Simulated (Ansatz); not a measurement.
# BeTe (F-43m) in Ansatz: notebook

Aim: see how the results for BeTe move with the level of theory and the settings. Levels: PBEsol+D4, RPBE+D3(BJ). Tasks: relaxation of cell and atoms.

Everything below comes from runs of Ansatz 0.2.0. Logs are shortened: lines on timing, memory, paths and dates and some standing lists are left out, and cuts for length are marked.

### Step 1. Starting point

The structure is cubic, space group F-43m (No. 216). Conventional cell: a = 5.540 Å, b = 5.540 Å, c = 5.540 Å, α = 90.00°, β = 90.00°, γ = 90.00°. Te (site symmetry -43m) is surrounded by 4 Be at 2.40 Å. Around Be (site symmetry -43m) lie 4 Te at 2.40 Å.

### Step 2. Relaxation of cell and atoms, PBEsol+D4

input.yaml reads:

```yaml
crystal:
  lattice:
    - [0.0, 2.77, 2.77]
    - [2.77, 0.0, 2.77]
    - [2.77, 2.77, 0.0]
  atoms:
    - { symbol: Te, position: [0.75, 0.75, 0.75] }
    - { symbol: Be, position: [0.0, 0.0, 0.0] }
hamiltonian:
  xc: pbesol
  pseudopotentials: { kind: paw }
  dispersion: d4
kpoints:
  mp_grid: { grid: [8, 8, 8] }
scf:
  occupations: { method: fermi_dirac, width: 0.05 }
output:
  forces: true
  stress: true
relax:
  f_tol: 0.01
  max_steps: 40
  cell: { stress_tol: 0.05 }
```

Potentials or basis: Ansatz PAW.

On the command line:

```console
ansatz run input.yaml --threads 2 --pin off --max-ram 5632MiB --backend cpu --events-out ev --progress --plain --runs-dir out
```

Output:

```text
Warning: RAYON_NUM_THREADS=2 ignored (pool sized by the plan → 2); use --threads N
Engine: ansatz 0.2.0, x86_64-unknown-linux-gnu
Pseudopotentials: kind: paw
Pseudopotential: Te, paw, valence charge 16, recommended cutoff 420 eV (normal), Te.paw.azcp
Pseudopotential: Be, paw, valence charge 2, recommended cutoff 420 eV (normal), Be.paw.azcp
Functional definition: PBEsol
  exchange = pbesol_x
  correlation = pbesol_c
Crystal: 2 atoms, lattice volume = 42.508 Å³
Basis set: ecut = 420 eV, 869 PW (Γ), exchange–correlation on 54×54×54 points (8 copies of the dense FFT grid, shifted against one another)
Bands: 13, of which v1, the nominal top of the filled ones, is band 9 counted from 1 (8 counted from 0)
Symmetry: 24 space group operations
Space group: F-43m (ITA 216), of the structure as read, at distance tolerance 3.5e-5 Å
k-points: 29 of 512 (time reversal used)
Non-local potential: Te, projectors of the file, l = 0: 2, l = 1: 2, l = 2: 2, l = 3: 2
Non-local potential: Be, projectors of the file, l = 0: 2, l = 1: 2, l = 2: 1
PAW form: soft (Blöchl's): semilocal exchange-correlation on the pseudo side does not see the compensation charge
PAW frozen core: Te, regenerated for the run's functional, and the local potential with it (the file was generated under x = pbe(κ = 0.804, μ = 0.2195149727645171), c = pbe(β = 0.06672455060314922))
PAW frozen core: Be, regenerated for the run's functional, and the local potential with it (the file was generated under x = pbe(κ = 0.804, μ = 0.2195149727645171), c = pbe(β = 0.06672455060314922))
PAW one-centre angular grid: Te, 590 points (default); XC on 64 Gauss nodes
PAW one-centre angular grid: Be, 110 points (default); XC on 64 Gauss nodes
Initial density: superposition of atomic densities (neutral atoms: chi_scale 0, normalization atom), corrected by the library's trained network
Initial wavefunctions: pseudopotential atomic-orbital guess
Functional: x = pbesol(κ = 0.804, μ = 0.12345679012345678), c = pbesol(β = 0.046)
SCF iter   1: F=—  HF=-6992.939749 eV  |F-HF|=—  |Δ(HF+E_count)|=         —  Δρ=2.54e-3  dr2=3.76e-3  ethr=1.77e-3  ⟨swp⟩=6.4  Hψ=2370  notcnv=0
preconditioner: auto → none  [insulator: Δε(μ)=1.751 eV  Ē_g=10.545 eV  σ=0.050 eV  W_gap=1.00  n_scr=14 (ndim 8)  ℏωp=16.1 eV  f_vac=0.007  D(μ)=0.00/eV (n_scr^D=0)  ε∞_Penn≈3.3]
SCF iter   2: F=—  HF=-6992.938314 eV  |F-HF|=—  |Δ(HF+E_count)|=   1.43e-3  Δρ=9.41e-4  dr2=3.29e-4  ethr=2.09e-5  ⟨swp⟩=2.4  Hψ=816  notcnv=0
SCF iter   3: F=—  HF=-6992.938198 eV  |F-HF|=—  |Δ(HF+E_count)|=   1.16e-4  Δρ=3.39e-4  dr2=3.16e-5  ethr=1.83e-6  ⟨swp⟩=2.0  Hψ=638  notcnv=0
SCF iter   4: F=—  HF=-6992.938233 eV  |F-HF|=—  |Δ(HF+E_count)|=   3.50e-5  Δρ=1.12e-4  dr2=3.13e-6  ethr=1.75e-7  ⟨swp⟩=1.9  Hψ=417  notcnv=0
SCF iter   5: F=—  HF=-6992.938235 eV  |F-HF|=—  |Δ(HF+E_count)|=   2.52e-6  Δρ=1.84e-5  dr2=1.99e-7  ethr=1.74e-8  ⟨swp⟩=2.8  Hψ=641  notcnv=0
SCF iter   6: F=-6992.938235 eV  HF=-6992.938235 eV  |F-HF|=1.59e-8  |Δ(HF+E_count)|=   8.38e-8  Δρ=5.26e-6  dr2=1.59e-8  ethr=5.56e-10  ⟨swp⟩=4.7  Hψ=1162  notcnv=0
SCF 1 converged in 6 iterations: F = -6992.938235 eV  dr2 = 1.59e-8
relax step   1: F+E_penalty+E_count = -6992.93823534 eV  Δ(F+E_penalty+E_count) = +0.000e0 eV  max|allowed force component| = 1.353e-16 eV/Å  Δτ_max = 0.0000 Å  P = +0.887 GPa  Ω = 42.508 Å³  (6 SCF iters, dr2 threshold 1.00e-7 eV, accepted)
Crystal: 2 atoms, lattice volume = 43.279 Å³
Initial density: handed on by an earlier stage of this run
Initial wavefunctions: those handed on with the density
iter 1 solved again at ethr=7.47e-6 eV; its pass at ethr=3.10e-3 eV (dr2=1.34e-3 eV) is discarded
SCF iter   1: F=—  HF=-6992.940014 eV  |F-HF|=—  |Δ(HF+E_count)|=         —  Δρ=1.29e-3  dr2=1.41e-3  ethr=7.47e-6  ⟨swp⟩=2.0  Hψ=2835  notcnv=0
preconditioner: auto → none  [insulator: Δε(μ)=1.798 eV  Ē_g=10.448 eV  σ=0.050 eV  W_gap=1.00  n_scr=14 (ndim 8)  ℏωp=16.0 eV  f_vac=0.007  D(μ)=0.00/eV (n_scr^D=0)  ε∞_Penn≈3.3]
SCF iter   2: F=—  HF=-6992.939557 eV  |F-HF|=—  |Δ(HF+E_count)|=   4.57e-4  Δρ=2.80e-4  dr2=6.68e-5  ethr=7.47e-6  ⟨swp⟩=2.1  Hψ=462  notcnv=0
SCF iter   3: F=—  HF=-6992.939570 eV  |F-HF|=—  |Δ(HF+E_count)|=   1.29e-5  Δρ=9.22e-5  dr2=4.82e-6  ethr=3.71e-7  ⟨swp⟩=2.1  Hψ=511  notcnv=0
SCF iter   4: F=—  HF=-6992.939570 eV  |F-HF|=—  |Δ(HF+E_count)|=   6.12e-7  Δρ=2.53e-5  dr2=2.67e-7  ethr=2.68e-8  ⟨swp⟩=2.1  Hψ=514  notcnv=0
SCF iter   5: F=-6992.939570 eV  HF=-6992.939570 eV  |F-HF|=3.30e-9  |Δ(HF+E_count)|=   1.55e-7  Δρ=3.34e-6  dr2=3.14e-9  ethr=1.11e-9  ⟨swp⟩=4.1  Hψ=1135  notcnv=0
SCF 2 converged in 5 iterations: F = -6992.939570 eV  dr2 = 3.14e-9
relax step   2: F+E_penalty+E_count = -6992.93957033 eV  Δ(F+E_penalty+E_count) = -1.335e-3 eV  max|allowed force component| = 4.973e-17 eV/Å  Δτ_max = 0.0000 Å  P = -0.267 GPa  Ω = 43.279 Å³  energy of the carried Pulay correction = -1.172e-4 eV  (5 SCF iters, dr2 threshold 2.00e-7 eV, accepted)
Crystal: 2 atoms, lattice volume = 43.098 Å³
iter 1 solved again at ethr=4.26e-7 eV; its pass at ethr=3.10e-3 eV (dr2=7.67e-5 eV) is discarded
SCF iter   1: F=—  HF=-6992.939753 eV  |F-HF|=—  |Δ(HF+E_count)|=         —  Δρ=2.99e-4  dr2=7.46e-5  ethr=4.26e-7  ⟨swp⟩=2.0  Hψ=2716  notcnv=0
preconditioner: auto → none  [insulator: Δε(μ)=1.782 eV  Ē_g=10.463 eV  σ=0.050 eV  W_gap=1.00  n_scr=14 (ndim 8)  ℏωp=16.0 eV  f_vac=0.007  D(μ)=0.00/eV (n_scr^D=0)  ε∞_Penn≈3.3]
SCF iter   2: F=—  HF=-6992.939752 eV  |F-HF|=—  |Δ(HF+E_count)|=   9.53e-7  Δρ=6.43e-5  dr2=3.47e-6  ethr=4.15e-7  ⟨swp⟩=2.0  Hψ=459  notcnv=0
SCF iter   3: F=—  HF=-6992.939752 eV  |F-HF|=—  |Δ(HF+E_count)|=   6.51e-7  Δρ=2.07e-5  dr2=2.39e-7  ethr=9.89e-10  ⟨swp⟩=5.1  Hψ=1391  notcnv=0
SCF iter   4: F=-6992.939752 eV  HF=-6992.939752 eV  |F-HF|=6.04e-9  |Δ(HF+E_count)|=   2.29e-8  Δρ=5.57e-6  dr2=1.28e-8  ethr=9.89e-10  ⟨swp⟩=4.0  Hψ=1131  notcnv=0
SCF 3 converged in 4 iterations: F = -6992.939752 eV  dr2 = 1.28e-8
relax step   3: F+E_penalty+E_count = -6992.93975159 eV  Δ(F+E_penalty+E_count) = -1.813e-4 eV  max|allowed force component| = 3.441e-17 eV/Å  Δτ_max = 0.0000 Å  P = -0.005 GPa  Ω = 43.098 Å³  energy of the carried Pulay correction = -8.992e-5 eV  (4 SCF iters, dr2 threshold 1.78e-7 eV, accepted)
Initial wavefunctions: pseudopotential atomic-orbital guess (no wavefunctions were taken with the density)
iter 1 solved again at ethr=1.25e-6 eV; its pass at ethr=3.10e-3 eV (dr2=2.25e-4 eV) is discarded
SCF iter   1: F=—  HF=-6992.939698 eV  |F-HF|=—  |Δ(HF+E_count)|=         —  Δρ=1.75e-4  dr2=3.07e-7  ethr=1.25e-6  ⟨swp⟩=2.2  Hψ=3238  notcnv=0
eigensolver tolerance schedule: the retry pair's looser diagonalisation over-reported the residual by 731.94 of it (diagonalisation noise at 0.42 of the residual, at the tolerance the schedule requests for it); recorded, not acted on — ethr = c·dr2/N_el stays at c = 1.0e-1
preconditioner: auto → none  [insulator: Δε(μ)=1.784 eV  Ē_g=10.464 eV  σ=0.050 eV  W_gap=1.00  n_scr=14 (ndim 8)  ℏωp=16.0 eV  f_vac=0.007  D(μ)=0.00/eV (n_scr^D=0)  ε∞_Penn≈3.3]
SCF iter   2: F=—  HF=-6992.939809 eV  |F-HF|=—  |Δ(HF+E_count)|=   1.11e-4  Δρ=8.72e-5  dr2=7.10e-8  ethr=1.71e-9  ⟨swp⟩=2.8  Hψ=656  notcnv=0
SCF iter   3: F=—  HF=-6992.939835 eV  |F-HF|=—  |Δ(HF+E_count)|=   2.59e-5  Δρ=6.50e-6  dr2=2.27e-9  ethr=3.95e-10  ⟨swp⟩=2.0  Hψ=439  notcnv=0
SCF iter   4: F=—  HF=-6992.939835 eV  |F-HF|=—  |Δ(HF+E_count)|=   1.27e-7  Δρ=9.98e-7  dr2=7.76e-11  ethr=1.26e-11  ⟨swp⟩=2.9  Hψ=628  notcnv=0
SCF iter   5: F=-6992.939835 eV  HF=-6992.939835 eV  |F-HF|=2.00e-11  |Δ(HF+E_count)|=   2.66e-9  Δρ=1.67e-7  dr2=5.76e-12  ethr=1.00e-12  ⟨swp⟩=6.2  Hψ=1529  notcnv=0
SCF 4 converged in 5 iterations: F = -6992.939835 eV  dr2 = 5.76e-12
relax step   4: F+E_penalty+E_count = -6992.93983523 eV  Δ(F+E_penalty+E_count) = -8.364e-5 eV  max|allowed force component| = 6.303e-17 eV/Å  Δτ_max = 0.0000 Å  P = -0.005 GPa  Ω = 43.098 Å³  stress off target by 4.92e-3 GPa  SCF on the basis re-selected at this cell (its energy is not comparable with the rows above)  (5 SCF iters)
basis re-selected at this cell: Δ(F+E_penalty+E_count) = -8.364e-5 eV, ΔP = +0.000 GPa vs the last step (what re-selecting the basis moved, of the pressure what is left beyond the Pulay correction that the steps carried, after the strain that the cell walked since its last selection, with what the two solves' SCF thresholds leave and, on support functions, any second-order correction that the steps lacked; it is no measure of the basis error at this ecutwfc). This SCF's stress stands 4.92e-3 GPa from its target on what of the cell is left free (relax.cell.stress_tol is 5.00e-2 GPa) and its largest allowed force component is 6.30e-17 eV/Å (relax.f_tol is 1.00e-2 eV/Å): within both
SCF converged after 5 iterations
Free energy (F): -6992.939835 eV
Harris-Foulkes:  -6992.939835 eV  (|F-HF|=2.00e-11)
Internal energy: -6992.939835 eV  (E = F + TS)
E sigma→0 (E₀):  -6992.939835 eV
Fermi energy:    8.688742 eV
--- Per-component energies (eV) ---
  E_band       = -262.453200
  E_kinetic    = 201.084403
  E_local      = -1341.571612  (includes V_loc(G=0)·N_el)
  E_nonlocal   = -302.626938
  E_hartree    = 844.316210
  E_xc         = -142.791814
  E_vxc        = -124.838611  (∫ρ·V_xc dr)
  E_paw        = -4642.849232  (= ΣΔE_a)
  E_vpaw       = -383.132681  (= ΣTr[D̂ρ^β])
  E_aug_tail   = -0.000191  (compensation charges beyond the density's cutoff)
  E_ewald      = -1608.506767
  E_disp       = -0.378240  (pairwise vdW)
  E_core_change = 0.384347  (= ΣΔE_core)
  E_smearing   = -0.000000  (= −TS)
  E_closure    = 0.000000  (closes the sum)
  Σ components = -6992.939835   (vs F -6992.939835, Δ=0.00e0)
--- Forces (eV/Å), atoms counted from 1 ---
  atom   1  Te     0.00000000     0.00000000     0.00000000
  atom   2  Be     0.00000000     0.00000000     0.00000000
  max |Σ_I F_I| component: 1.61e-16 eV/Å
--- Stress (GPa, compression-positive) ---
       -0.004919       0.000000      -0.000000
        0.000000      -0.004919       0.000000
       -0.000000       0.000000      -0.004919
  P = ⅓ Tr σ = -0.0049 GPa (-0.049 kbar)
--- Relaxed structure (3 steps of the walk, 3 accepted, 1 SCFs on fresh bases) ---
  F+E_penalty+E_count = -6992.93983523 eV   max|allowed force component| = 6.303e-17 eV/Å   (the final SCF, on the basis selected at the relaxed cell)
  cell:  # Å, volume = 43.0980 Å³
    - [3.407530046998926e-33, 2.7827590406788083, 2.7827590406788083]
    - [2.7827590406788083, 7.674904124548983e-33, 2.7827590406788083]
    - [2.7827590406788083, 2.7827590406788083, 7.439243168027561e-33]
  atoms:
    - { symbol: Te, position: [0.75, 0.75, 0.75] }
    - { symbol: Be, position: [1.1443175812770128e-33, -1.0863774505794425e-33, -1.2775798818814244e-33] }
```

It took 8.1 s on 2 threads of Intel Xeon at 2.50GHz (Skylake/Cascade Lake), shared host; peak memory 0.35 GiB.

What came out:

* Free energy: -6992.9398 eV
* Relaxed volume: 21.55 Å³/atom
* Relaxed cell: a = 3.935 Å, b = 3.935 Å, c = 3.935 Å, α = 60.00°, β = 60.00°, γ = 60.00°
* Space group after relaxing (to 0.05 Å): F-43m (No. 216)
* Energy gained by relaxing: 0.8 meV/atom
* Ionic steps: 4
* Pressure after relaxing: 0.0 GPa
* Band gap on the k mesh: 1.78 eV

Step by step:
```
step  energy change (eV)  largest force (eV/Å)  volume (Å³)
   1              0.0000                0.0000        42.51
   2             -0.0013                0.0000        43.28
   3             -0.0015                0.0000        43.10
   4             -0.0016                0.0000        43.10
```

Final structure:
```
CELL_PARAMETERS angstrom
0.00000 2.78276 2.78276
2.78276 0.00000 2.78276
2.78276 2.78276 0.00000
ATOMIC_POSITIONS crystal
Te 0.75000 0.75000 0.75000
Be 0.00000 0.00000 0.00000
```

Caveat: the plane-wave basis is chosen anew once the cell has moved, so the energies of steps on either side of that aren't comparable; spin-orbit coupling is left out, which moves the levels of the heavy elements; the PAW data sets come from PBE, with cores solved anew for the run's functional, which leaves a small shift of forces and pressure. A k mesh can miss the band edges.

### Step 3. Relaxation of cell and atoms, RPBE+D3(BJ)

input.yaml, as its differences from that of step 2:

```diff
@@ -9,5 +9,5 @@
 hamiltonian:
-  xc: pbesol
+  xc: rpbe
   pseudopotentials: { kind: paw }
-  dispersion: d4
+  dispersion: d3bj
 kpoints:
```

Potentials or basis: Ansatz PAW.

On the command line:

```console
ansatz run input.yaml --threads 2 --pin off --max-ram 5632MiB --backend cpu --events-out ev --progress --plain --runs-dir out
```

Output:

```text
Warning: RAYON_NUM_THREADS=2 ignored (pool sized by the plan → 2); use --threads N
Engine: ansatz 0.2.0, x86_64-unknown-linux-gnu
Pseudopotentials: kind: paw
Pseudopotential: Te, paw, valence charge 16, recommended cutoff 420 eV (normal), Te.paw.azcp
Pseudopotential: Be, paw, valence charge 2, recommended cutoff 420 eV (normal), Be.paw.azcp
Functional definition: RPBE
  parameter kappa = 0.804
  parameter beta = 0.06672455060314922
  exchange = rpbe_x(kappa = kappa, mu = beta*pi^2/3)
  correlation = pbe_c(beta = beta)
Crystal: 2 atoms, lattice volume = 42.508 Å³
Basis set: ecut = 420 eV, 869 PW (Γ), exchange–correlation on 54×54×54 points (8 copies of the dense FFT grid, shifted against one another)
Bands: 13, of which v1, the nominal top of the filled ones, is band 9 counted from 1 (8 counted from 0)
Symmetry: 24 space group operations
Space group: F-43m (ITA 216), of the structure as read, at distance tolerance 3.5e-5 Å
k-points: 29 of 512 (time reversal used)
Non-local potential: Te, projectors of the file, l = 0: 2, l = 1: 2, l = 2: 2, l = 3: 2
Non-local potential: Be, projectors of the file, l = 0: 2, l = 1: 2, l = 2: 1
PAW form: soft (Blöchl's): semilocal exchange-correlation on the pseudo side does not see the compensation charge
[... 75 lines left out ...]
  E_vxc        = -126.673986  (∫ρ·V_xc dr)
  E_paw        = -4732.652153  (= ΣΔE_a)
  E_vpaw       = -382.144393  (= ΣTr[D̂ρ^β])
  E_aug_tail   = -0.000143  (compensation charges beyond the density's cutoff)
  E_ewald      = -1683.146807
  E_disp       = -3.195066  (pairwise vdW)
  E_core_change = -0.045450  (= ΣΔE_core)
  E_smearing   = -0.000000  (= −TS)
  E_closure    = 0.000000  (closes the sum)
  Σ components = -7086.026651   (vs F -7086.026651, Δ=0.00e0)
--- Forces (eV/Å), atoms counted from 1 ---
  atom   1  Te    -0.00000000     0.00000000     0.00000000
  atom   2  Be    -0.00000000    -0.00000000     0.00000000
  max |Σ_I F_I| component: 9.48e-17 eV/Å
--- Stress (GPa, compression-positive) ---
       -0.025242      -0.000000      -0.000000
       -0.000000      -0.025242      -0.000000
       -0.000000       0.000000      -0.025242
  P = ⅓ Tr σ = -0.0252 GPa (-0.252 kbar)
--- Relaxed structure (4 steps of the walk, 4 accepted, 1 SCFs on fresh bases) ---
  F+E_penalty+E_count = -7086.02665141 eV   max|allowed force component| = 4.857e-17 eV/Å   (the final SCF, on the basis selected at the relaxed cell)
  cell:  # Å, volume = 37.6149 Å³
    - [-1.0190744065791185e-34, 2.6593561114660837, 2.6593561114660837]
    - [2.6593561114660837, 1.5897560742634244e-32, 2.6593561114660837]
    - [2.6593561114660837, 2.6593561114660837, 4.789649710921856e-33]
  atoms:
    - { symbol: Te, position: [0.7500000000000001, 0.7500000000000001, 0.7500000000000001] }
    - { symbol: Be, position: [6.489294638127869e-34, -1.066098404835293e-33, -1.2051547185094616e-33] }
```

Wall time 10 s (2 threads of Intel Xeon at 2.50GHz (Skylake/Cascade Lake), shared host); peak memory 0.35 GiB.

What came out:

| Property | Result |
| --- | --- |
| Free energy | -7086.0267 eV |
| Relaxed volume | 18.81 Å³/atom |
| Relaxed cell | a = 3.761 Å, b = 3.761 Å, c = 3.761 Å, α = 60.00°, β = 60.00°, γ = 60.00° |
| Space group after relaxing (to 0.05 Å) | F-43m (No. 216) |
| Energy gained by relaxing | 61.3 meV/atom |
| Ionic steps | 5 |
| Pressure after relaxing | 0.0 GPa |
| Band gap on the k mesh | 1.58 eV |

The path:
```csv
step,energy change (eV),largest force (eV/Å),volume (Å³)
1,0.0000,0.0000,42.51
2,-0.1161,0.0000,36.54
3,-0.1230,0.0000,37.81
4,-0.1233,0.0000,37.61
5,-0.1226,0.0000,37.61
```

Final structure:
```yaml
crystal:
  lattice:
    - [0.00000, 2.65936, 2.65936]
    - [2.65936, 0.00000, 2.65936]
    - [2.65936, 2.65936, 0.00000]
  atoms:
    - { symbol: Te, position: [0.75000, 0.75000, 0.75000] }
    - { symbol: Be, position: [0.00000, 0.00000, 0.00000] }
```

Caveat: the plane-wave basis is chosen anew once the cell has moved, so the energies of steps on either side of that aren't comparable; spin-orbit coupling is left out, which moves the levels of the heavy elements; the volume moved by -12 % from the deposited cell, more than functionals usually miss; the PAW data sets come from PBE, with cores solved anew for the run's functional, which leaves a small shift of forces and pressure. Expect the measured gap to be larger: semilocal functionals such as RPBE lack the derivative discontinuity.
